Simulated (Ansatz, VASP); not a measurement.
# HfC in VASP and in Ansatz

```
Hf C
1.0
     0.00000    2.32500    2.32500
     2.32500    0.00000    2.32500
     2.32500    2.32500    0.00000
Hf C
1 1
Direct
  0.50000 0.50000 0.50000
  0.00000 0.00000 0.00000
```

Alike in both runs: task relaxation of cell and atoms; functional LDA; k mesh 10 × 10 × 10; occupations fermi-dirac, width 0.05 eV; no spin polarisation; Hubbard terms Hf d U = 3.0 eV.

```csv
,VASP,Ansatz
version,VASP 6.6.1,Ansatz 0.2.0
potentials or method,"VASP PAW LDA potentials, release 64 (Hf_pv, C)",Ansatz PAW
plane-wave cutoff (eV),600,420
valence electrons in the cell,14,30
```

|  | VASP | Ansatz | Ansatz less VASP |
| --- | --- | --- | --- |
| gap on the k mesh at the Fermi level, each at its own relaxed structure (eV) | none | none | - |
| relaxed volume (Å³/atom) | 12.52 | 12.20 | -0.318 |
| relaxed cell length with the largest relative difference (Å) | 3.283 | 3.255 | -0.0280 |
| energy change over the relaxation (meV/atom) | 0 | -8 | -8.1 |

The programs project onto different local orbitals, so the same U acts differently. A gap of «none» marks a metal or a gap that the smearing closes. The two sets of potentials don't hold the same shells in valence.

Caveats: U without spin polarisation on a metal has little footing; the U is typed as a test and isn't derived for this compound; the plane-wave basis is chosen anew once the cell has moved, so the energies of steps on either side of that aren't comparable (Ansatz); the pressure holds a Pulay correction of +0.3 GPa for the finite cutoff (Ansatz); the PAW data sets come from PBE, with cores solved anew for the run's functional, which leaves a small shift of forces and pressure (Ansatz). LDA usually gives volumes a few per cent too small. The runs have no spin-orbit coupling, so splittings on Hf are missing.
